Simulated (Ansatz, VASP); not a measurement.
Two plane-wave programs on Os

```
Os
1.0
     2.75324    0.00000    0.00000
    -1.37662    2.38438    0.00000
     0.00000    0.00000    4.34801
Os
2
Direct
  0.33333 0.66667 0.25000
  0.66667 0.33333 0.75000
```

Alike in both runs: task electric field gradients; functional PBE; k mesh 16 × 16 × 9; occupations fermi-dirac, width 0.03 eV; no spin polarisation.

```csv
,VASP,Ansatz
version,VASP 6.6.1,Ansatz 0.2.0
potentials or method,"VASP PAW PBE potentials, release 64 (Os)","PAW with Ansatz's default frozen-core files, scalar-relativistic"
plane-wave cutoff (eV),520,420
valence electrons in the cell,16,32
```

```csv
,VASP,Ansatz,Ansatz less VASP
pressure (GPa),-0.2,0.0,+0.15
largest component of the traceless stress (GPa),0.08,0.00,-0.081
Vzz of the field gradient on the site that differs most (V/Å²),-77.3,-59.0,+18.28
```

The two sets of potentials don't hold the same shells in valence. Ansatz warned: «gradients_without_spin_orbit».

The runs have no spin-orbit coupling, so splittings on Os are missing.
